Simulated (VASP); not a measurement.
# SrO (P6_3mc) in VASP: notebook

Runs on SrO. Level: PBE. Tasks: single point.

Program: VASP 6.6.1. These are calculated values, not measurements. Logs are shortened: lines on timing, memory, paths and dates and some standing lists are left out, and cuts for length are marked.

## 1. Starting point

The structure is hexagonal, space group P6_3mc (No. 186). Conventional cell: a = 4.275 Å, b = 4.275 Å, c = 5.156 Å, α = 90.00°, β = 90.00°, γ = 120.00°. Sr (site symmetry 3m) has 5 O at 2.47 to 2.58 Å as nearest neighbours. Around O (site symmetry 3m) lie 5 Sr at 2.47 to 2.58 Å.

Measurements of this composition are mostly on another form, of space group No. 225.

## 2. Single point, PBE

File INCAR:

```
SYSTEM = SrO
ALGO = Fast ; EDIFF = 1E-7
ENCUT = 520 ; GGA = PE
ISIF = 2 ; ISMEAR = 0
LASPH = .TRUE. ; LCHARG = .TRUE.
LELF = .TRUE. ; LREAL = .FALSE.
LVHAR = .TRUE. ; LWAVE = .FALSE.
NBANDS = 24 ; NELM = 100
PREC = Accurate ; SIGMA = 0.05
```

File KPOINTS:

```
k-points
0
G
  6 6 6
  0 0 0
```

File POSCAR:

```
SrO
1.0
    4.2754662656      0.0000000000      0.0000000000
   -2.1377331328      3.7026623990      0.0000000000
    0.0000000000      0.0000000000      5.1555949900
Sr O
2 2
Direct
    0.3333333333      0.6666666667      0.9381277000
    0.6666666667      0.3333333333      0.4381277000
    0.3333333333      0.6666666667      0.4368723000
    0.6666666667      0.3333333333      0.9368723000
```

Potentials or basis: VASP PAW PBE potentials, release 64 (Sr_sv, O).

Run with:

```console
$ cat potpaw_PBE.64/Sr_sv/POTCAR potpaw_PBE.64/O/POTCAR > POTCAR
$ mpirun -np 1 vasp_std > vasp.out
```

OUTCAR:

```text
SYSTEM = SrO
   EDIFF = 1E-7
   ENCUT = 520
   GGA = PE
   ISIF = 2
   ISMEAR = 0
   LASPH = .TRUE.
   LREAL = .FALSE.
   NELM = 100
   PREC = Accurate

 ion  position               nearest neighbor table
   1  0.333  0.667  0.938-   4 2.47   4 2.47   4 2.47   3 2.57   3 2.58   2 3.57   2 3.57   2 3.57
                             2 3.57   2 3.57   2 3.57
   2  0.667  0.333  0.438-   3 2.47   3 2.47   3 2.47   4 2.57   4 2.58   1 3.57   1 3.57   1 3.57
                             1 3.57   1 3.57   1 3.57
   3  0.333  0.667  0.437-   2 2.47   2 2.47   2 2.47   1 2.57   1 2.58
   4  0.667  0.333  0.937-   1 2.47   1 2.47   1 2.47   2 2.57   2 2.58

  LATTYP: Found a hexagonal cell.
 ALAT       =     4.2754662656
 C/A-ratio  =     1.2058556119

  Lattice vectors:

 A1 = (   4.2754662656,   0.0000000000,   0.0000000000)
 A2 = (  -2.1377331328,   3.7026623990,   0.0000000000)
 A3 = (   0.0000000000,   0.0000000000,   5.1555949900)

Analysis of symmetry for initial positions (statically):
=====================================================================
 Subroutine PRICEL returns:
 Original cell was already a primitive cell.

 Routine SETGRP: Setting up the symmetry group for a
 hexagonal supercell.

 Subroutine GETGRP returns: Found 12 space group operations
 (whereof  6 operations were pure point group operations)
 out of a pool of 24 trial point group operations.

The static configuration has the point symmetry C_3v.
 The point group associated with its full space group is C_6v.

Analysis of symmetry for dynamics (positions and initial velocities):
=====================================================================
 Subroutine PRICEL returns:
 Original cell was already a primitive cell.

 Routine SETGRP: Setting up the symmetry group for a
 hexagonal supercell.

 Subroutine GETGRP returns: Found 12 space group operations
 (whereof  6 operations were pure point group operations)
 out of a pool of 24 trial point group operations.

The dynamic configuration has the point symmetry C_3v.
 The point group associated with its full space group is C_6v.

 Subroutine INISYM returns: Found 12 space group operations
 (whereof  6 operations are pure point group operations),
 and found     1 'primitive' translations

----------------------------------------------------------------------------------------

                                     Primitive cell

  volume of cell :      81.6162

  direct lattice vectors                    reciprocal lattice vectors
     4.275466266  0.000000000  0.000000000     0.233892618  0.135037966  0.000000000
    -2.137733133  3.702662399  0.000000000     0.000000000  0.270075932  0.000000000
     0.000000000  0.000000000  5.155594990     0.000000000  0.000000000  0.193964034

  length of vectors
     4.275466266  4.275466266  5.155594990     0.270075932  0.270075932  0.193964034

  position of ions in fractional coordinates (direct lattice)
     0.333333333  0.666666667  0.938127700
     0.666666667  0.333333333  0.438127700
     0.333333333  0.666666667  0.436872300
     0.666666667  0.333333333  0.936872300

  ion indices of the primitive-cell ions
   primitive index   ion index
                 1           1
                 2           2
                 3           3
                 4           4

----------------------------------------------------------------------------------------

 KPOINTS: k-points

Automatic generation of k-mesh.
 Grid dimensions read from file:
 generate k-points for:    6    6    6

 Generating k-lattice:

  Cartesian coordinates                     Fractional coordinates (reciprocal lattice)
     0.038982103  0.022506328  0.000000000     0.166666667  0.000000000  0.000000000
     0.000000000  0.045012655  0.000000000     0.000000000  0.166666667  0.000000000
     0.000000000  0.000000000  0.032327339     0.000000000  0.000000000  0.166666667

  Length of vectors
     0.045012655  0.045012655  0.032327339

  Shift w.r.t. Gamma in fractional coordinates (k-lattice)
     0.000000000  0.000000000  0.000000000

 Subroutine IBZKPT returns following result:
 ===========================================

 Found     28 irreducible k-points:

 Following reciprocal coordinates:
            Coordinates               Weight
  0.000000  0.000000  0.000000      1.000000
  0.166667  0.000000  0.000000      6.000000
  0.333333  0.000000  0.000000      6.000000
  0.500000  0.000000  0.000000      3.000000
  0.166667  0.166667  0.000000      6.000000
  0.333333  0.166667  0.000000     12.000000
[... 16 lines left out ...]
  0.166667  0.000000  0.500000      6.000000
  0.333333  0.000000  0.500000      6.000000
 [... further k-points ...]
   k-points           NKPTS =     28   k-points in BZ     NKDIM =     28   number of bands    NBANDS=     24
   number of dos      NEDOS =    301   number of ions     NIONS =      4
   total plane-waves  NPLWV =  40960
   dimension x,y,z NGX =    32 NGY =   32 NGZ =   40
   dimension x,y,z NGXF=    64 NGYF=   64 NGZF=   80
   ions per type =               2   2
   NGX,Y,Z   is equivalent  to a cutoff of  12.44, 12.44, 12.90 a.u.
   NGXF,Y,Z  is equivalent  to a cutoff of  24.89, 24.89, 25.80 a.u.
 SYSTEM =  SrO
   PREC   = accura    normal or accurate (medium, high low for compatibility)
   ISTART =      0    job   : 0-new  1-cont  2-samecut
   ICHARG =      2    charge: 1-file 2-atom 10-const
   ISPIN  =      1    spin polarized calculation?
   LNONCOLLINEAR =      F non collinear calculations
   LSORBIT =      F    spin-orbit coupling
   LASPH  =      T    aspherical Exc in radial PAW
   ENCUT  =  520.0 eV  38.22 Ry    6.18 a.u.   7.95  7.95  9.59*2*pi/ulx,y,z
   NELM   =    100;   NELMIN=  2; NELMDL= -5     # of ELM steps
   EDIFF  = 0.1E-06   stopping-criterion for ELM
   LREAL  =      F    real-space projection
   EDIFFG = 0.1E-05   stopping-criterion for IOM
   NSW    =      0    number of steps for IOM
   IBRION =     -1    ionic relax: 0-MD 1-quasi-New 2-CG
   NFREE  =      0    steps in history (QN), initial steepest desc. (CG)
   ISIF   =      2    stress and relaxation
   ISYM   =      2    0-nonsym 1-usesym 2-fastsym
   POTIM  = 0.5000    time-step for ionic-motion
   TEBEG  =    0.0;   TEEND  =   0.0 temperature during run
   PSTRESS=    0.0 pullay stress
   NELECT =      32.0000    total number of electrons
   NUPDOWN=      -1.0000    fix difference up-down
   EMIN   =  10.00;   EMAX   =-10.00  energy-range for DOS
   EFERMI =   0.00;   METHOD = LEGACY
   ISMEAR =     0;   SIGMA  =   0.05  broadening in eV -4-tet -1-fermi 0-gaus
   EFERMI_NEDOS =   21; number of points for ismear=-14 and -15
   IALGO  =     68    algorithm
   IMIX   =      4    mixing-type and parameters
     AMIX     =   0.40;   BMIX     =  1.00
     AMIX_MAG =   1.60;   BMIX_MAG =  1.00
  volume/ion in A,a.u.               =      20.40       137.69
  Fermi-wavevector in a.u.,A,eV,Ry     =   1.198209  2.264287 19.533960  1.435706
  Thomas-Fermi vector in A             =   2.334104
   LORBIT       =      0    0 simple, 1 ext, 2 COOP (PROOUT), +10 PAW based schemes
   GGA     = PE    functional components
   LHFCALC =     F    Hartree Fock is set to
   AEXX    =    0.0000 exact exchange contribution
   IVDW    =     0    specifies the selected vdW correction
   LEPSILON=     F    determine dielectric tensor
   LRPA    =     F    only Hartree local field effects (RPA)
 non-spin polarized calculation
 RMM-DIIS sequential band-by-band and
 Gauss-broadening in eV      SIGMA  =   0.05
  energy-cutoff  :      520.00
  volume of cell :       81.62
 maximum number of plane-waves:      2220
 NGX is ok and might be reduce to    32
   NGX = 15   NGY = 15   NGZ = 19

 number of electron      32.0000007 magnetization

 Free energy of the ion-electron system (eV)
  ---------------------------------------------------
  ext. energy  EPLUGINS =         0.00000000
  ---------------------------------------------------
  free energy    TOTEN  =       -23.89888460 eV

  energy without entropy =      -23.89888460  energy(sigma->0) =      -23.89888460

 E-fermi :   0.9872     XC(G=0):  -8.9395

 val. band max:        0.7630690942   @ k =   0.0000   0.0000   0.0000
 cond. band min:       3.3907861546   @ k =   0.0000   0.0000   0.0000
 fundamental gap:      2.6277170604
 Fermi energy:         0.9871705741

 k-point     1 :       0.0000    0.0000    0.0000
  band No.  band energies     occupation
      1     -31.6575      2.00000
      2     -31.4927      2.00000
      3     -14.2721      2.00000
      4     -14.2677      2.00000
      5     -14.1821      2.00000
      6     -13.7948      2.00000
[... 16 lines left out ...]
     23       9.3157      0.00000
     24       9.6854      0.00000

 k-point     2 :       0.1667    0.0000    0.0000
  band No.  band energies     occupation
      1     -31.6434      2.00000
      2     -31.4980      2.00000
      3     -14.7399      2.00000
      4     -14.6629      2.00000
      5     -14.1326      2.00000
      6     -13.8313      2.00000
[... 16 lines left out ...]
     23       9.2080      0.00000
     24       9.2261      0.00000

 k-point     3 :       0.3333    0.0000    0.0000
  band No.  band energies     occupation
      1     -31.6096      2.00000
      2     -31.5143      2.00000
      3     -15.1962      2.00000
      4     -15.1078      2.00000
      5     -13.9938      2.00000
      6     -13.8974      2.00000
[... 16 lines left out ...]
     23       9.0423      0.00000
     24       9.4683      0.00000
[... 514 lines left out ...]
 k-point    23 :       0.1667    0.0000    0.5000
  band No.  band energies     occupation
      1     -31.5698      2.00000
      2     -31.5698      2.00000
      3     -15.2320      2.00000
      4     -15.2320      2.00000
      5     -13.6662      2.00000
      6     -13.6662      2.00000
[... 16 lines left out ...]
     23       9.8476      0.00000
     24       9.8476      0.00000

 k-point    24 :       0.3333    0.0000    0.5000
  band No.  band energies     occupation
      1     -31.5606      2.00000
      2     -31.5606      2.00000
      3     -15.5639      2.00000
      4     -15.5639      2.00000
      5     -13.7015      2.00000
      6     -13.7015      2.00000
[... 16 lines left out ...]
     23       9.1239      0.00000
     24       9.1239      0.00000

 [... further k-points ...]

------------------------ aborting loop because EDIFF is reached ----------------------------------------

  FORCE on cell =-STRESS in cart. coord.  units (eV):
  Direction    XX          YY          ZZ          XY          YZ          ZX
  --------------------------------------------------------------------------------------
  -------------------------------------------------------------------------------------
  Total        0.6401134      0.6401134      0.7995198      0.0000000     -0.0000000     -0.0000000
  in kB       12.5658279     12.5658279     15.6950756      0.0000000     -0.0000000     -0.0000000
  external PRESSURE =      13.6089105 kB  Pullay stress =       0.0000000 kB

 VOLUME and BASIS-vectors are now :
 -----------------------------------------------------------------------------
  energy-cutoff  :      520.00
  volume of cell :       81.62
      direct lattice vectors                 reciprocal lattice vectors
     4.275466266  0.000000000  0.000000000     0.233892618  0.135037966  0.000000000
    -2.137733133  3.702662399  0.000000000     0.000000000  0.270075932  0.000000000
     0.000000000  0.000000000  5.155594990     0.000000000  0.000000000  0.193964034

 POSITION                                       TOTAL-FORCE (eV/Angst)
 -----------------------------------------------------------------------------------
     -0.00000      2.46844      4.83661         0.000000     -0.000000     -0.014068
      2.13773      1.23422      2.25881        -0.000000     -0.000000     -0.014068
     -0.00000      2.46844      2.25234         0.000000      0.000000      0.014068
      2.13773      1.23422      4.83013        -0.000000     -0.000000      0.014068
 -----------------------------------------------------------------------------------
    total drift:                               -0.000000      0.000000      0.000418

  FREE ENERGIE OF THE ION-ELECTRON SYSTEM (eV)
  ---------------------------------------------------
  free  energy   TOTEN  =       -23.8988846010 eV

  energy  without entropy=      -23.8988846010  energy(sigma->0) =      -23.89888460
```

It took 45 s on 1 thread of Intel Xeon 6975P-C (Granite Rapids), shared host; peak memory 0.22 GiB.

What came out:

| Quantity | Value |
| --- | --- |
| Free energy | -23.8989 eV |
| Pressure | 1.4 GPa |
| Largest force | 0.014 eV/Å |
| Band gap on the k mesh | 2.63 eV, direct |

Forces in eV/Å, atoms in the order of the input:
```
Sr   0.000  0.000 -0.014
Sr   0.000  0.000 -0.014
O    0.000  0.000  0.014
O    0.000  0.000  0.014
```

Stress tensor (GPa, compression positive):
```
1.26 0.00 0.00
0.00 1.26 0.00
0.00 0.00 1.57
```

## 3. Single point, PBE

File INCAR:

```
PREC = Accurate
ENCUT = 520
EDIFF = 1E-6
ISMEAR = 0
SIGMA = 0.05
LREAL = F
LASPH = T
NELM = 100
ALGO = Normal
ISIF = 2
LWAVE = F
LCHARG = F
GGA = PE
NBANDS = 24
```

File KPOINTS:

```
regular mesh
0
Gamma
  9 9 6
```

POSCAR is that of step 2.

Potentials or basis: VASP PAW PBE potentials, release 64 (Sr_sv, O).

Run with:

```console
$ cat potpaw_PBE.64/Sr_sv/POTCAR potpaw_PBE.64/O/POTCAR > POTCAR
$ mpirun -np 1 vasp_std > vasp.out
```

It took 42 s on 1 thread of Intel Xeon 6975P-C (Granite Rapids), shared host; peak memory 0.24 GiB.

The run converged. Its results:

```yaml
Free_energy: -23.8989 eV
Pressure: 1.4 GPa
Largest_force: 0.014 eV/Å
Band_gap_on_the_k_mesh: 2.63 eV, direct
```

Forces in eV/Å, atoms in the order of the input:
```
Sr   0.000  0.000 -0.014
Sr   0.000  0.000 -0.014
O    0.000  0.000  0.014
O    0.000  0.000  0.014
```

Stress tensor (GPa, compression positive):
```
1.25 0.00 0.00
0.00 1.25 0.00
0.00 0.00 1.56
```

Levels at points of the mesh, in eV from the valence-band top:
```tsv
k point	band 13	band 14	band 15	band 16	band 17	band 18	band 19	band 20
(0.00, 0.00, 0.00)	-0.89	-0.89	-0.34	0.00	2.63	6.11	6.11	7.11
(0.00, 0.00, 0.50)	-1.09	-1.09	-1.09	-1.09	4.32	4.32	7.84	7.84
```

Caveat: an odd mesh through Γ misses points on the zone boundary, where band edges often lie.
